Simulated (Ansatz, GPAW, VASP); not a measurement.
# TePb: 4 runs at one level of theory

```xyz
2
Lattice="0.0000 3.2310 3.2310 3.2310 0.0000 3.2310 3.2310 3.2310 0.0000" Properties=species:S:1:pos:R:3 pbc="T T T"
Pb    0.0000    0.0000    0.0000
Te    3.2310    3.2310    3.2310
```

Alike in all runs: task single point; functional PBE; k mesh 7 × 7 × 7; occupations gaussian, width 0.012 eV; no spin polarisation; no spin-orbit coupling. Pressure is positive in compression and, in plane waves, holds the error of the finite cutoff, which Ansatz's Pulay term estimates and takes out.

```tsv
program and potentials	plane-wave cutoff (eV)	notes	pressure (GPa)
Ansatz, Ansatz PAW	420	15 valence electrons an atom on average; Pulay term of +0.02 GPa included	2.11
GPAW, GPAW PAW data sets (gpaw-data 1.2.1)	600	10 valence electrons an atom on average	1.83
Ansatz, all-electron LAPW, scalar-relativistic	-	-	?
VASP, PBE PAW files Pb_d, Te, 520 eV	520	10 valence electrons an atom on average	2.05
```

Question: Estimate from the other rows what the run with Ansatz, all-electron LAPW, scalar-relativistic gave.

Answer: Pressure 2.12 GPa. The other rows, which needn't bracket it: pressure 1.83 to 2.11.
